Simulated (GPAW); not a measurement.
# SiC (Moissanite): G0W0 with GPAW, start to end, part 2 of 2

Wanted: ground state, empty states, screening and self-energy for SiC (Moissanite).

GPAW 26.7.0; PBE and many-body steps on it, plane waves. Known limits of the many-body steps: not at the basis limit.

So far. Step 3 (Bands along the symmetry lines): The gap is 2.315 eV, as in the run before at this level. Step 4 (Empty states on the mesh, 6×6×4 mesh, 498 bands): On this mesh the gap is 2.315 eV.

## Step 5: Screening and self-energy, 6×6×4 mesh, 226 bands, screening to 180 eV

Now the one-shot GW correction: screening in the RPA, then the self-energy of the levels asked for.

This step: G0W0 on PBE, plane waves, PAW.

File run.py:

```python
import json
import numpy as np
from gpaw.mpi import world
from gpaw.response.g0w0 import G0W0

gw = G0W0('full.gpw',
    filename='gw',
    kpts=[0, 14, 21],
    bands=(6, 10),
    ecut=180,
    nbands=226,
    integrate_gamma='WS',
    ppa=True)
gw.calculate()
res = {mode: {k: v for k, v in r.items() if k != 'sigma_eskwn'}
       for mode, r in gw.all_results.items()}

if world.rank == 0:
    with open('result.json', 'w') as f:
        json.dump(res, f, default=lambda x: x.tolist())
```

Started as:

```
$ mpirun -n 8 gpaw python run.py
```

Numbers of over 12 decimals in the logs are rounded to 6 here.

Log:

```text
Using integrator: PointIntegrator
FrequencyGridDescriptor(from 0.000+0.000j to 0.000+27.211j eV, 2 points)
Nonperiodic BCs:  [False False False]
Using integrator: PointIntegrator
FrequencyGridDescriptor(from 0.000+0.000j to 0.000+27.211j eV, 2 points)
Nonperiodic BCs:  [False False False]
  ___  _ _ _
 |   || | | |
 | | || | | |
 |__ ||_____|
 |___|

BZ k-points: Symmetries present (total): 6

  [... matrices ...]
144 k-points: 6 x 6 x 4 Monkhorst-Pack grid + [1/12,1/12,1/8]
24 k-points in the irreducible part of the Brillouin zone
       k-points in crystal coordinates                weights
   0:     0.00000000    0.00000000    0.00000000          1/144
   1:     0.00000000    0.00000000    0.25000000          2/144
   2:     0.00000000    0.00000000    0.50000000          1/144
   3:     0.16666667    0.00000000   -0.25000000          6/144
   4:     0.16666667    0.00000000    0.00000000          6/144
   5:     0.16666667    0.00000000    0.25000000          6/144
   6:     0.16666667    0.00000000    0.50000000          6/144
   7:     0.33333333   -0.16666667    0.00000000          6/144
   8:     0.33333333   -0.16666667    0.25000000         12/144
   9:     0.33333333   -0.16666667    0.50000000          6/144
          ...
  23:     0.50000000    0.50000000    0.50000000          3/144

Distributing spins, k-points and bands (1 x 3 x 4) over 8 processes
Number of blocks: 1

Quasi particle states:
k-points (IBZ indices): [0, 14, 21]
Band range: (6, 10)
  [... matrices ...]
Computational parameters:
Plane wave cut-off: 180 eV
Number of bands: 226
Coulomb cutoff: None
Broadening: 0.1 eV

fxc modes: GW
Kernel: RPA
Using Godby-Needs plasmon-pole approximation:
  Fitting energy: i*E0, E0 = 1.000 Hartree
Summing all q:

Calculating screened Coulomb potential
No Coulomb truncation
FrequencyGridDescriptor(from 0.000+0.000j to 0.000+27.211j eV, 2 points)
Removing empty qpoint cache files...

Calculating chi0 body with:
    Ground state adapter containing:
    Number of spins: 1
    Number of kpoints: 144
    Number of irreducible kpoints: 24
    Number of completely occupied states: 8
    Number of partially occupied states: 8
    Occupied states memory: 1.1865234375 M / cpu

    Linear response parametrization:
    q_c: [1.3877787807814457e-17, 1.3877787807814457e-17, 0.0]
    Number of frequency points: 2
    Planewave cutoff: 180.0
    Number of bands: 226
    Number of planewaves: 245
    Broadening (eta): 1e-06
    comm.size: 8
    kncomm.size: 8
    blockcomm.size: 1

    Memory estimate of potentially large arrays:
        chi0_wGG: 1.831818 M / cpu
Integrating chi0 body.

Symmetries of q_c:
    Direct symmetries (Uq -> q): 6
    Indirect symmetries (TUq -> q): 6
In total 12 allowed symmetries.

  [... matrices ...]
24 groups of equivalent kpoints. 83.333333% reduction.

Integral kind: response function
Integrating chi0 head and wings.

Symmetries of q_c:
    Direct symmetries (Uq -> q): 6
    Indirect symmetries (TUq -> q): 6
In total 12 allowed symmetries.

  [... matrices ...]
24 groups of equivalent kpoints. 83.333333% reduction.

Integral kind: response function wings

Calculating chi0 body with:
    Ground state adapter containing:
    Number of spins: 1
    Number of kpoints: 144
    Number of irreducible kpoints: 24
    Number of completely occupied states: 8
    Number of partially occupied states: 8
[... the further q-points ...]

Results:
f:      Occupation numbers
eps:     KS-eigenvalues [eV]
vxc:     KS vxc [eV]
exx:     Exact exchange [eV]
sigma:   Self-energies [eV]
dsigma:  Self-energy derivatives
Z:       Renormalization factors
qp:      QP-energies [eV]

k-point 0 (0): (0.000, 0.000, 0.000)                GW
band       f     eps     vxc     exx   sigma  dsigma       Z      qp
                                                                   GW
   6   1.000   8.277 -15.877 -18.448   1.827  -0.257   0.796   7.685
   7   1.000   8.553 -15.646 -17.980   1.620  -0.254   0.797   7.984
   8   0.000  13.177 -14.569  -9.279  -4.682  -0.234   0.810  13.670
   9   0.000  14.598 -15.027  -9.345  -5.074  -0.250   0.800  15.085

k-point 1 (14): (0.333, 0.333, 0.000)                GW
band       f     eps     vxc     exx   sigma  dsigma       Z      qp
                                                                   GW
   6   1.000   4.509 -14.087 -17.902   2.696  -0.273   0.786   3.630
   7   1.000   4.509 -14.087 -17.902   2.696  -0.273   0.786   3.630
   8   0.000  10.868 -10.466  -6.119  -4.100  -0.208   0.828  11.072
   9   0.000  16.524 -12.859  -6.747  -5.431  -0.255   0.797  17.067

k-point 2 (21): (0.500, 0.500, 0.000)                GW
band       f     eps     vxc     exx   sigma  dsigma       Z      qp
                                                                   GW
   6   1.000   5.288 -13.729 -16.992   2.239  -0.261   0.793   4.476
   7   1.000   7.063 -15.705 -18.750   2.155  -0.261   0.793   6.357
   8   0.000  11.133 -11.987  -7.391  -4.224  -0.213   0.824  11.440
   9   0.000  12.740 -12.507  -7.626  -4.403  -0.231   0.813  13.129
```

The job ended after 4.7 min (8 MPI ranks of AMD EPYC 7R43, shared host; peak memory 2.5 GiB).

Numbers from this step:

* G0W0 gap on the points computed: 3.089 eV
* least direct G0W0 gap on the computed points: 5.083 eV
* Z at the valence top: 0.7972
* Z at the conduction bottom: 0.8280
* starting gap on the mesh: 2.315 eV
* k of the valence top: 0, 0, 0
* k of the conduction bottom: 0.3333, 0.3333, 0

The gap on the mesh goes from 2.31 eV to 3.09 eV, a correction of +0.77 eV.

Limits: finite bands, cutoff and mesh. v1 is the top filled band, c1 the lowest empty one. The levels before and after the correction (eV, zero at the valence-band top of each column):

```csv
,conduction bottom,valence top
Kohn-Sham,2.31,0.00
G0W0,3.09,0.00
```

```csv
,level,energy (eV)
Kohn-Sham,Γ v2,-0.276
Kohn-Sham,Γ v1,0.000
Kohn-Sham,Γ c1,4.624
Kohn-Sham,Γ c2,6.045
Kohn-Sham,(0.333 0.333 0) v2-v1,-4.044
Kohn-Sham,(0.333 0.333 0) c1,2.315
Kohn-Sham,(0.333 0.333 0) c2,7.971
G0W0,Γ v2,-0.299
G0W0,Γ v1,0.000
G0W0,Γ c1,5.686
G0W0,Γ c2,7.101
G0W0,(0.333 0.333 0) v2-v1,-4.354
G0W0,(0.333 0.333 0) c1,3.089
G0W0,(0.333 0.333 0) c2,9.083
```

## Step 6: Where the time went

Times are wall times on 8 MPI ranks of AMD EPYC 7R43, shared host, good to a factor of about two.

```csv
step,time,share,memory (GiB)
ground state,8.4 s,3 %,1.3
bands along the symmetry lines,8.6 s,3 %,1.4
empty states on the mesh,15 s,5 %,2.7
screening and self-energy,4.7 min,90 %,2.5
```

## Step 7: Summary of results

```json
{
  "PBE gap": "2.31 eV, indirect",
  "G0W0 gap on the mesh": "3.09 eV",
  "GW settings": "6×6×4 mesh, 226 bands, screening to 180 eV, Godby-Needs plasmon pole",
  "known limits": "not at the basis limit"
}
```

**Reading.** G0W0 moves the gap on the mesh from 2.31 eV to 3.09 eV (+0.77 eV), with Z of 0.80 and 0.83 at the edges. Only 3 of the mesh's irreducible points were corrected, so a valley elsewhere could overtake. The dearest step here is «screening and self-energy». Against experiment, by G0W0@PBE: the gap of 3.09 eV lies −0.24 eV from the measured 3.33 eV (kind not stated, quoted 2020). The calculation has static nuclei and no excitons; a measured gap holds zero-point and thermal motion, which mostly lowers it. Bands and cutoff are finite, so the gap is not at the basis limit. The miss can reach some tenths of an eV and take either sign; the mesh is an error of its own. These stock PAW sets were not made for GW. In the G0W0 run levels were corrected at 3 k points alone, so a gap called «on the mesh» is the least over those, and an edge elsewhere would be missed.

[Paths, hosts, dates, memory and timing lines, banners, echoed tables and standing remarks are left out of the program output.]

[Logs are printed without paths, hosts, clocks, repeated set-up lines and the standing remarks that a program may print on its own settings, such as how far it seeks lower states.]

[Runs of the session that timed out or met a known fault of the program may be left out.]

[Hosts, paths, dates, database ids (printed as entryN), source tags and the programs' standing remarks are cut or masked in the printed files.]
